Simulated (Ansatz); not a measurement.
# Al2Cu: the cost of one run

Program: Ansatz 0.2.0. Level of theory: DFT PBE, scalar-relativistic, plane waves, PAW. These are calculated values, not measurements.

19 further runs of the same task are left out: 1 that didn't finish, 18 set aside as unsound or not needed. Runs told in other sessions of the task aren't counted.

### 1 The starting structure

It takes space group P4/mmm (No. 123, tetragonal). Conventional cell: a = 4.121 Å, b = 4.121 Å, c = 2.885 Å, α = 90.00°, β = 90.00°, γ = 90.00°. Al (site symmetry mmm) has 4 Cu at 2.52 Å and 6 Al at 2.88 to 2.91 Å in its first shell of neighbours. Around Cu (site symmetry 4/mmm) lie 8 Al at 2.52 Å and 2 Cu at 2.88 Å.

Structure file:

```cif
data_structure
_symmetry_space_group_name_H-M 'P 1'
_symmetry_Int_Tables_number 1
_cell_length_a 4.1212
_cell_length_b 4.1212
_cell_length_c 2.8847
_cell_angle_alpha 90.000
_cell_angle_beta 90.000
_cell_angle_gamma 90.000
_cell_volume 48.99
loop_
_atom_site_label
_atom_site_type_symbol
_atom_site_fract_x
_atom_site_fract_y
_atom_site_fract_z
_atom_site_occupancy
Al1 Al 0.50000 0.00000 0.50000 1
Al2 Al 0.00000 0.50000 0.50000 1
Cu1 Cu 0.00000 0.00000 0.00000 1
```

It goes back to an entry of the Materials Project, which need not be the stable form.

It is the result of an earlier relaxation at this level (volume 16.33 Å³/atom; gap on the mesh: none (metal)).

### 2 Plan of the line

The energy is mapped over the lattice constants a and c of the conventional cell.

The axes are (1) lattice constant a (and b): 7 values from 3.833 to 4.410 Å; (2) lattice constant c: 7 values from 2.654 to 3.115 Å.

Nothing else is relaxed (symmetry fixes all fractional coordinates). Energies count from the relaxed crystal. Points are written as (first, second).

### 3 Point (3.833 Å, 2.654 Å)

Contents of input.yaml:

```yaml
crystal:
  lattice:
    - [3.8327, 0.0, 0.0]
    - [0.0, 3.8327, 0.0]
    - [0.0, 0.0, 2.654]
  atoms:
    - { symbol: Al, position: [0.5, 0.0, 0.5] }
    - { symbol: Al, position: [0.0, 0.5, 0.5] }
    - { symbol: Cu, position: [0.0, 0.0, 0.0] }
basis:
  ecutwfc: 520.0
kpoints:
  mp_grid: { grid: [10, 10, 14] }
hamiltonian:
  xc: pbe
  pseudopotentials: { kind: paw, azcp: { folder: soft_1 } }
scf:
  occupations: { method: gaussian, width: 0.15 }
output:
  forces: true
  stress: true
  eigenvalues: true
```

The run is started by

```sh
ansatz run input.yaml --threads 2 --pin off --max-ram 4096MiB --backend cpu --events-out ev --progress --plain --runs-dir out
```

What time and memory should one allow on 2 threads of Arm Neoverse N1, shared host?

About 8.5 s, with a peak of 0.4 GiB.
